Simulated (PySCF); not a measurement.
Crystal: PbS (Galena).

```
CELL_PARAMETERS angstrom
0.00000 2.96575 2.96575
2.96575 0.00000 2.96575
2.96575 2.96575 0.00000
ATOMIC_POSITIONS crystal
Pb 0.00000 0.00000 0.00000
S 0.50000 0.50000 0.50000
```

Base run:

* Program: PySCF 2.14.0
* Functional: r2SCAN
* Potentials or basis: DZVP-MOLOPT-SR/GTH-PBE (potentials made for PBE)
* k mesh: 6 × 6 × 6
* Occupations: fermi-dirac, width 0.05 eV
* Spin: no spin polarisation

Its results: band gap on the k mesh 0.52 eV, direct.

Problem. The run is repeated on the same cell with these changes: functional from r2SCAN to PBE. What comes out?

Solution. Band gap on the k mesh 0.36 eV, direct.

r2SCAN gives the wider gap, since meta-GGAs in the generalised Kohn-Sham scheme recover part of the derivative discontinuity.

Caveats: spin-orbit coupling is left out, which as a rule narrows the gap of such compounds by several tenths of an eV; the basis of atomic orbitals isn't converged, which shifts pressures, moduli and gaps; meta-GGAs need a finer uniform grid than this (some runs).

Not every run made on this cell is shown here.
